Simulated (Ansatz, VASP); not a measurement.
## TePb in VASP and in Ansatz

```xyz
2
Lattice="0.0000 3.2053 3.2053 3.2053 0.0000 3.2053 3.2053 3.2053 0.0000" Properties=species:S:1:pos:R:3 pbc="T T T"
Te    3.2053    3.2053    3.2053
Pb    0.0000    0.0000    0.0000
```

Change from the starting cell: volume scaled by 0.98, PAW files.

Alike in both runs: task electric field gradients; functional PBE; k mesh 11 × 11 × 11; occupations fermi-dirac, width 0.08 eV; no spin polarisation.

```csv
,VASP,Ansatz
version,VASP 6.6.1,Ansatz 0.2.0
potentials or method,"VASP PAW PBE potentials, release 64 (Te, Pb_d)","PAW with Ansatz's default frozen-core files, scalar-relativistic"
plane-wave cutoff (eV),520,420
valence electrons in the cell,20,30
```

```tsv
	VASP	Ansatz	Ansatz less VASP
pressure (GPa)	3.3	3.3	+0.04
Vzz of the field gradient on the site that differs most (V/Å²)	0.0	0.0	0.00
```

The functional is the same, so the differences come from potentials, cutoffs and numerics. The two sets of potentials don't hold the same shells in valence. Ansatz warned: «gradients_without_spin_orbit».

Spin-orbit coupling is left out, which matters for the levels of Pb, Te.
